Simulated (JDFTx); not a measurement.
Runs of JDFTx 1.7.0 (patched build) on Bi. The structure is trigonal, space group R-3m (No. 166). Conventional cell: a = 4.535 Å, b = 4.535 Å, c = 11.814 Å, α = 90.00°, β = 90.00°, γ = 120.00°. Bi (site symmetry 3m) is surrounded by 6 Bi at 3.06 to 3.52 Å. 

```tsv
level	potentials or basis	k mesh	cutoff (eV)	mesh quality	gap on the mesh (eV)	pressure (GPa)	relaxed volume (Å³/atom)
PBE+D3	PseudoDojo-SR-PBE-0.4.1-standard with smoothed tails	6 × 6 × 6	898	not flagged	none	0.0	(a)
LDA	PseudoDojo-SR-LDA-0.4.1-standard with smoothed tails	6 × 6 × 6	952	not flagged	none	0.0	33.81
PBEsol	PseudoDojo-SR-PBEsol-0.4.1-standard with smoothed tails	6 × 6 × 6	898	not flagged	none	0.0	(b)
r2SCAN	SG15-PBE-1.2 with smoothed tails	3 × 3 × 3	1088	coarse	1.44	0.0	35.07
RPBE	PseudoDojo-SR-PBE-0.4.1-standard with smoothed tails	6 × 6 × 6	898	not flagged	none	0.0	38.35
```

Alike in all rows: task relaxation of cell and atoms; no spin polarisation; cell relaxed; smearing fermi-dirac 0.05 eV.

Fill in the values left out.

(a) 35.66; (b) 34.71.

Caveats: some runs use coarse meshes; spin-orbit coupling is left out, which moves the levels of the heavy elements (some runs); the potentials were made for another functional, which shifts forces and pressure (some runs); pairwise dispersion overbinds metals, which lowers pressure and volume (some runs); spin-orbit coupling is left out, which as a rule narrows the gap of such compounds by several tenths of an eV (some runs); an odd mesh through Γ misses points on the zone boundary, where band edges often lie (some runs); the plane waves are those of the starting cell, so after so large a change of volume the result is rough (some runs).

A k mesh can miss the band edges, and the runs leave out spin-orbit coupling on Bi.

A gap of «none» marks a metal or a gap under the smearing width.
